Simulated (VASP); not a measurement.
# MgB2 (P6/mmm) in VASP: further runs

Runs on MgB2. Level: PBE. Tasks: single point.

Program: VASP 6.6.1. These are calculated values, not measurements. Logs are shortened: lines on timing, memory, paths and dates and some standing lists are left out, and cuts for length are marked.

**1. Starting point**

It takes space group P6/mmm (No. 191, hexagonal). The conventional cell has a = 3.085 Å, b = 3.085 Å, c = 3.523 Å, α = 90.00°, β = 90.00°, γ = 120.00°. Mg (site symmetry 6/mmm) is surrounded by 12 B at 2.51 Å. Around B (site symmetry -6m2) lie 3 B at 1.78 Å.

**2. Single point, PBE**

Contents of INCAR:

```
ALGO     = Normal         # electronic algorithm
EDIFF    = 1E-7           # SCF threshold, eV
ENCUT    = 450            # plane-wave cutoff, eV
GGA      = PE             # functional
ISIF     = 2              # what is computed and relaxed
ISMEAR   = 0              # smearing method
LASPH    = True           # aspherical terms in the spheres
LCHARG   = False          # write CHGCAR
LREAL    = False          # projectors in reciprocal space
LWAVE    = False          # write WAVECAR
NBANDS   = 11             # bands
NELM     = 60             # most SCF steps
PREC     = Accurate       # precision mode
SIGMA    = 0.02           # smearing width, eV
```

Contents of KPOINTS:

```
k-points
0
Gamma
  5 5 4
```

Contents of POSCAR:

```
MgB2
1.0
    3.0850000000      0.0000000000      0.0000000000
   -1.5425000000      2.6716883707      0.0000000000
    0.0000000000      0.0000000000      3.5230000000
Mg B
1 2
Direct
    0.0000000000      0.0000000000      0.0000000000
    0.6666666667      0.3333333333      0.5000000000
    0.3333333333      0.6666666667      0.5000000000
```

Potentials or basis: VASP PAW PBE potentials, release 64 (Mg_GW, B_GW).

Started as:

```
$ cat potpaw_PBE.64/Mg_GW/POTCAR potpaw_PBE.64/B_GW/POTCAR > POTCAR
$ mpirun -np 1 vasp_std > vasp.out
```

OUTCAR:

```text
EDIFF = 1E-7
   ENCUT = 450
   GGA = PE
   ISIF = 2
   ISMEAR = 0
   LASPH = True
   LREAL = False
   NELM = 60
   PREC = Accurate

 ion  position               nearest neighbor table
   1  0.000  0.000  0.000-
   2  0.667  0.333  0.500-   3 1.78   3 1.78   3 1.78
   3  0.333  0.667  0.500-   2 1.78   2 1.78   2 1.78

  LATTYP: Found a hexagonal cell.
 ALAT       =     3.0850000000
 C/A-ratio  =     1.1419773096

  Lattice vectors:

 A1 = (   3.0850000000,   0.0000000000,   0.0000000000)
 A2 = (  -1.5425000000,   2.6716883707,   0.0000000000)
 A3 = (   0.0000000000,   0.0000000000,   3.5230000000)

Analysis of symmetry for initial positions (statically):
=====================================================================
 Subroutine PRICEL returns:
 Original cell was already a primitive cell.

 Routine SETGRP: Setting up the symmetry group for a
 hexagonal supercell.

 Subroutine GETGRP returns: Found 24 space group operations
 (whereof 24 operations were pure point group operations)
 out of a pool of 24 trial point group operations.

The static configuration has the point symmetry D_6h.

Analysis of symmetry for dynamics (positions and initial velocities):
=====================================================================
 Subroutine PRICEL returns:
 Original cell was already a primitive cell.

 Routine SETGRP: Setting up the symmetry group for a
 hexagonal supercell.

 Subroutine GETGRP returns: Found 24 space group operations
 (whereof 24 operations were pure point group operations)
 out of a pool of 24 trial point group operations.

The dynamic configuration has the point symmetry D_6h.

 Subroutine INISYM returns: Found 24 space group operations
 (whereof 24 operations are pure point group operations),
 and found     1 'primitive' translations

----------------------------------------------------------------------------------------

                                     Primitive cell

  volume of cell :      29.0371

  direct lattice vectors                    reciprocal lattice vectors
     3.085000000  0.000000000  0.000000000     0.324149109  0.187147575  0.000000000
    -1.542500000  2.671688371  0.000000000     0.000000000  0.374295150  0.000000000
     0.000000000  0.000000000  3.523000000     0.000000000  0.000000000  0.283848992

  length of vectors
     3.085000000  3.085000000  3.523000000     0.374295150  0.374295150  0.283848992

  position of ions in fractional coordinates (direct lattice)
     0.000000000  0.000000000  0.000000000
     0.666666667  0.333333333  0.500000000
     0.333333333  0.666666667  0.500000000

  ion indices of the primitive-cell ions
   primitive index   ion index
                 1           1
                 2           2
                 3           3

----------------------------------------------------------------------------------------

 KPOINTS: k-points

Automatic generation of k-mesh.
 Grid dimensions read from file:
 generate k-points for:    5    5    4

 Generating k-lattice:

  Cartesian coordinates                     Fractional coordinates (reciprocal lattice)
     0.064829822  0.037429515  0.000000000     0.200000000  0.000000000  0.000000000
     0.000000000  0.074859030  0.000000000     0.000000000  0.200000000  0.000000000
     0.000000000  0.000000000  0.070962248     0.000000000  0.000000000  0.250000000

  Length of vectors
     0.074859030  0.074859030  0.070962248

  Shift w.r.t. Gamma in fractional coordinates (k-lattice)
     0.000000000  0.000000000  0.000000000

 Subroutine IBZKPT returns following result:
 ===========================================

 Found     15 irreducible k-points:

 Following reciprocal coordinates:
            Coordinates               Weight
  0.000000  0.000000  0.000000      1.000000
  0.200000  0.000000  0.000000      6.000000
  0.400000  0.000000  0.000000      6.000000
  0.200000  0.200000  0.000000      6.000000
  0.400000  0.200000  0.000000      6.000000
  0.000000  0.000000  0.250000      2.000000
  0.200000  0.000000  0.250000     12.000000
  0.400000  0.000000  0.250000     12.000000
  0.200000  0.200000  0.250000     12.000000
  0.400000  0.200000  0.250000     12.000000
  0.000000  0.000000  0.500000      1.000000
  0.200000  0.000000  0.500000      6.000000
  0.400000  0.000000  0.500000      6.000000
  0.200000  0.200000  0.500000      6.000000
  0.400000  0.200000  0.500000      6.000000
   k-points           NKPTS =     15   k-points in BZ     NKDIM =     15   number of bands    NBANDS=     11
   number of dos      NEDOS =    301   number of ions     NIONS =      3
   total plane-waves  NPLWV =  13824
   dimension x,y,z NGX =    24 NGY =   24 NGZ =   24
   dimension x,y,z NGXF=    48 NGYF=   48 NGZF=   48
   ions per type =               1   2
   NGX,Y,Z   is equivalent  to a cutoff of  12.93, 12.93, 11.33 a.u.
   NGXF,Y,Z  is equivalent  to a cutoff of  25.87, 25.87, 22.65 a.u.
 SYSTEM =  unknown system
   PREC   = accura    normal or accurate (medium, high low for compatibility)
   ISTART =      0    job   : 0-new  1-cont  2-samecut
   ICHARG =      2    charge: 1-file 2-atom 10-const
   ISPIN  =      1    spin polarized calculation?
   LNONCOLLINEAR =      F non collinear calculations
   LSORBIT =      F    spin-orbit coupling
   LASPH  =      T    aspherical Exc in radial PAW
   ENCUT  =  450.0 eV  33.07 Ry    5.75 a.u.   5.34  5.34  6.09*2*pi/ulx,y,z
   NELM   =     60;   NELMIN=  2; NELMDL= -5     # of ELM steps
   EDIFF  = 0.1E-06   stopping-criterion for ELM
   LREAL  =      F    real-space projection
   EDIFFG = 0.1E-05   stopping-criterion for IOM
   NSW    =      0    number of steps for IOM
   IBRION =     -1    ionic relax: 0-MD 1-quasi-New 2-CG
   NFREE  =      0    steps in history (QN), initial steepest desc. (CG)
   ISIF   =      2    stress and relaxation
   ISYM   =      2    0-nonsym 1-usesym 2-fastsym
   POTIM  = 0.5000    time-step for ionic-motion
   TEBEG  =    0.0;   TEEND  =   0.0 temperature during run
   PSTRESS=    0.0 pullay stress
   NELECT =       8.0000    total number of electrons
   NUPDOWN=      -1.0000    fix difference up-down
   EMIN   =  10.00;   EMAX   =-10.00  energy-range for DOS
   EFERMI =   0.00;   METHOD = LEGACY
   ISMEAR =     0;   SIGMA  =   0.02  broadening in eV -4-tet -1-fermi 0-gaus
   EFERMI_NEDOS =   21; number of points for ismear=-14 and -15
   IALGO  =     38    algorithm
   IMIX   =      4    mixing-type and parameters
     AMIX     =   0.40;   BMIX     =  1.00
     AMIX_MAG =   1.60;   BMIX_MAG =  1.00
  volume/ion in A,a.u.               =       9.68        65.32
  Fermi-wavevector in a.u.,A,eV,Ry     =   1.065255  2.013040 15.439462  1.134768
  Thomas-Fermi vector in A             =   2.200801
   LORBIT       =      0    0 simple, 1 ext, 2 COOP (PROOUT), +10 PAW based schemes
   GGA     = PE    functional components
   LHFCALC =     F    Hartree Fock is set to
   AEXX    =    0.0000 exact exchange contribution
   IVDW    =     0    specifies the selected vdW correction
   LEPSILON=     F    determine dielectric tensor
   LRPA    =     F    only Hartree local field effects (RPA)
 non-spin polarized calculation
 Gauss-broadening in eV      SIGMA  =   0.02
  energy-cutoff  :      450.00
  volume of cell :       29.04
 maximum number of plane-waves:       648
 NGX is ok and might be reduce to    24
   NGX = 11   NGY = 11   NGZ = 13

 number of electron       8.0000000 magnetization

 Free energy of the ion-electron system (eV)
  ---------------------------------------------------
  ext. energy  EPLUGINS =         0.00000000
  ---------------------------------------------------
  free energy    TOTEN  =       -15.33578999 eV

  energy without entropy =      -15.33494196  energy(sigma->0) =      -15.33536598

 E-fermi :   5.6205     XC(G=0): -10.8471

 val. band max:        5.2503284463   @ k =   0.4000   0.0000   0.5000
 cond. band min:       5.6341961754   @ k =   0.4000   0.2000   0.2500
 fundamental gap:      0.3838677291
 Fermi energy:         5.6205147194

 k-point     1 :       0.0000    0.0000    0.0000
  band No.  band energies     occupation
      1      -7.0862      2.00000
      2       2.4007      2.00000
      3       5.6829      0.00001
      4       5.6829      0.00001
      5       6.9943      0.00000
      6      11.6251      0.00000
      7      11.6251      0.00000
      8      13.4044      0.00000
      9      15.2625      0.00000
     10      17.9776      0.00000
     11      21.4857      0.00000

 k-point     2 :       0.2000    0.0000    0.0000
  band No.  band energies     occupation
      1      -6.3956      2.00000
      2       2.9753      2.00000
      3       3.0721      2.00000
      4       4.5054      2.00000
      5       7.6253      0.00000
      6      10.9434      0.00000
      7      13.1055      0.00000
      8      14.1769      0.00000
      9      14.5352      0.00000
     10      19.5958      0.00000
     11      19.8739      0.00000

 k-point     3 :       0.4000    0.0000    0.0000
  band No.  band energies     occupation
      1      -4.3793      2.00000
      2      -1.0524      2.00000
      3       3.3143      2.00000
      4       4.8930      2.00000
      5       9.0227      0.00000
      6       9.3514      0.00000
      7      10.3239      0.00000
      8      13.1924      0.00000
      9      18.0724      0.00000
     10      18.5424      0.00000
     11      19.7392      0.00000
[... 141 lines left out ...]
 k-point    14 :       0.2000    0.2000    0.5000
  band No.  band energies     occupation
      1      -3.9442      2.00000
      2       0.2103      2.00000
      3       1.5640      2.00000
      4       2.4568      2.00000
      5       6.7753      0.00000
      6      11.4330      0.00000
      7      13.6455      0.00000
      8      14.9414      0.00000
      9      17.2338      0.00000
     10      19.1140      0.00000
     11      20.5339      0.00000

 k-point    15 :       0.4000    0.2000    0.5000
  band No.  band energies     occupation
      1      -1.8047      2.00000
      2      -1.1882      2.00000
      3       1.5041      2.00000
      4       2.3411      2.00000
      5       4.0418      2.00000
      6       9.9114      0.00000
      7      13.8337      0.00000
      8      18.6067      0.00000
      9      18.7081      0.00000
     10      18.8314      0.00000
     11      19.0559      0.00000

------------------------ aborting loop because EDIFF is reached ----------------------------------------

  FORCE on cell =-STRESS in cart. coord.  units (eV):
  Direction    XX          YY          ZZ          XY          YZ          ZX
  --------------------------------------------------------------------------------------
  -------------------------------------------------------------------------------------
  Total       -0.3529994     -0.3529994     -0.2331160     -0.0000000     -0.0000000     -0.0000000
  in kB      -19.4774003    -19.4774003    -12.8626059     -0.0000000     -0.0000000     -0.0000000
  external PRESSURE =     -17.2724688 kB  Pullay stress =       0.0000000 kB

 VOLUME and BASIS-vectors are now :
 -----------------------------------------------------------------------------
  energy-cutoff  :      450.00
  volume of cell :       29.04
      direct lattice vectors                 reciprocal lattice vectors
     3.085000000  0.000000000  0.000000000     0.324149109  0.187147575  0.000000000
    -1.542500000  2.671688371  0.000000000     0.000000000  0.374295150  0.000000000
     0.000000000  0.000000000  3.523000000     0.000000000  0.000000000  0.283848992

 POSITION                                       TOTAL-FORCE (eV/Angst)
 -----------------------------------------------------------------------------------
      0.00000      0.00000      0.00000        -0.000000      0.000000      0.000000
      1.54250      0.89056      1.76150         0.000000      0.000000     -0.000000
     -0.00000      1.78113      1.76150         0.000000      0.000000      0.000000
 -----------------------------------------------------------------------------------
    total drift:                                0.000000     -0.000000      0.000000

  FREE ENERGIE OF THE ION-ELECTRON SYSTEM (eV)
  ---------------------------------------------------
  free  energy   TOTEN  =       -15.3357899927 eV

  energy  without entropy=      -15.3349419598  energy(sigma->0) =      -15.33536598
```

Run time: 5.3 s. Hardware: 1 thread of Intel Xeon Platinum 8375C at 2.90GHz (Ice Lake), shared host; peak memory 0.13 GiB.

Results:

| Item | Value |
| --- | --- |
| Free energy | -15.3358 eV |
| Pressure | -1.7 GPa |
| Band gap on the k mesh | none (metal or under the smearing width) |

Levels at points of the mesh, in eV from the Fermi level:
| k point | band 1 | band 2 | band 3 | band 4 | band 5 | band 6 | band 7 | band 8 | band 9 |
| --- | --- | --- | --- | --- | --- | --- | --- | --- | --- |
| (0.00, 0.00, 0.00) | -12.71 | -3.22 | 0.06 | 0.06 | 1.37 | 6.00 | 6.00 | 7.78 | 9.64 |
| (0.00, 0.00, 0.50) | -11.44 | -7.70 | 0.44 | 0.44 | 6.34 | 6.34 | 7.66 | 9.54 | 9.68 |

Caveat: the k mesh is coarse (spacing up to 0.47 Å⁻¹), so the values aren't converged.

**3. Single point, PBE**

Contents of INCAR:

```
SYSTEM = MgB2
PREC     = Accurate       ! precision mode
ENCUT    = 400            ! plane-wave cutoff, eV
EDIFF    = 1E-6           ! SCF threshold, eV
ISMEAR   = 0              ! smearing method
SIGMA    = 0.02           ! smearing width, eV
LREAL    = .False.        ! projectors in reciprocal space
LASPH    = .True.         ! aspherical terms in the spheres
NELM     = 100            ! most SCF steps
ALGO     = Fast           ! electronic algorithm
ISIF     = 2              ! what is computed and relaxed
LWAVE    = .False.        ! write WAVECAR
LCHARG   = .False.        ! write CHGCAR
GGA      = PE             ! functional
NBANDS   = 11             ! bands
```

Contents of KPOINTS:

```
Automatic mesh
0
Gamma
  4 4 3
  0 0 0
```

POSCAR is that of step 2.

Potentials or basis: VASP PAW PBE potentials, release 64 (Mg_GW, B_GW).

Started as:

```
$ cat potpaw_PBE.64/Mg_GW/POTCAR potpaw_PBE.64/B_GW/POTCAR > POTCAR
$ mpirun -np 1 vasp_std > vasp.out
```

Wall time 2.8 s (1 thread of Intel Xeon Platinum 8375C at 2.90GHz (Ice Lake), shared host); peak memory 0.12 GiB.

It converged, with:

| Item | Value |
| --- | --- |
| Free energy | -15.1974 eV |
| Pressure | -1.9 GPa |
| Band gap on the k mesh | none (metal or under the smearing width) |

Stress tensor (GPa, compression positive):
```
-7.02  0.00  0.00
 0.00 -7.02  0.00
 0.00  0.00  8.25
```

Levels at points of the mesh, in eV from the Fermi level:
| k point | band 2 | band 3 | band 4 | band 5 | band 6 | band 7 |
| --- | --- | --- | --- | --- | --- | --- |
| (0.00, 0.00, 0.00) | -3.21 | 0.06 | 0.06 | 1.40 | 6.00 | 6.00 |
| (0.50, 0.00, 0.00) | -8.11 | -2.47 | -0.06 | 2.80 | 3.60 | 5.07 |

Caveat: the k mesh is coarse (spacing up to 0.59 Å⁻¹), so the values aren't converged.

**4. Single point, PBE**

Contents of INCAR:

```
SYSTEM = MgB2
  PREC = Accurate
  ENCUT = 450
  EDIFF = 1E-7
  ISMEAR = 0
  SIGMA = 0.02
  LREAL = .False.
  LASPH = .True.
  NELM = 100
  ALGO = Normal
  ISIF = 2
  LWAVE = .False.
  LCHARG = .False.
  GGA = PE
  NBANDS = 11
```

Contents of KPOINTS:

```
Automatic mesh
0
Gamma
  5 5 4
  0 0 0
```

POSCAR is that of step 3.

Started as:

```
$ cat potpaw_PBE.64/Mg_GW/POTCAR potpaw_PBE.64/B_GW/POTCAR > POTCAR
$ mpirun -np 1 vasp_std > vasp.out
```

It took 9.7 s on 1 thread of AMD EPYC 7R43 (Zen 3), shared host; peak memory 0.09 GiB.

Results (log left out):

| Item | Value |
| --- | --- |
| Free energy | -15.3358 eV |
| Pressure | -1.7 GPa |
| Band gap on the k mesh | none (metal or under the smearing width) |

Stress tensor (GPa, compression positive):
```
-1.95  0.00  0.00
 0.00 -1.95  0.00
 0.00  0.00 -1.29
```

Levels at points of the mesh, in eV from the Fermi level:
```csv
k point,band 1,band 2,band 3,band 4,band 5,band 6,band 7,band 8
"(0.00, 0.00, 0.00)",-12.71,-3.22,0.06,0.06,1.37,6.00,6.00,7.78
"(0.00, 0.00, 0.50)",-11.44,-7.70,0.44,0.44,6.34,6.34,7.66,9.54
```

Caveat: the k mesh is coarse (spacing up to 0.47 Å⁻¹), so the values aren't converged.

**5. The reference run**

An earlier run on the cell as given: functional PBEsol; potentials or basis VASP PAW PBE potentials, release 64 (Mg, B); cutoff 520 eV; k mesh 10 × 10 × 8; occupations fermi-dirac, width 0.05 eV; no spin polarisation.

* Pressure: -3.0 GPa
* Band gap on the k mesh: none (metal or under the smearing width)

**6. Overview**

```csv
level,potentials or basis,k mesh,cutoff (eV),smearing,ladder,mesh quality,gap on the mesh (eV),pressure (GPa)
PBE,"VASP PAW PBE potentials, release 64 (Mg_GW, B_GW)",5 × 5 × 4,450,gaussian 0.02 eV,-,coarse,none,-1.7
PBE,"VASP PAW PBE potentials, release 64 (Mg_GW, B_GW)",4 × 4 × 3,400,gaussian 0.02 eV,-,coarse,none,-1.9
PBEsol,"VASP PAW PBE potentials, release 64 (Mg, B)",10 × 10 × 8,520,fermi-dirac 0.05 eV,free,not flagged,none,-3.0
```

Alike in all rows: task single point; no spin polarisation; cell as given.

Caveats: some runs use coarse meshes; the PAW data sets were made with another functional, which shifts forces and pressure a little (some runs).

Absolute energies hang on the potentials; compare differences alone.
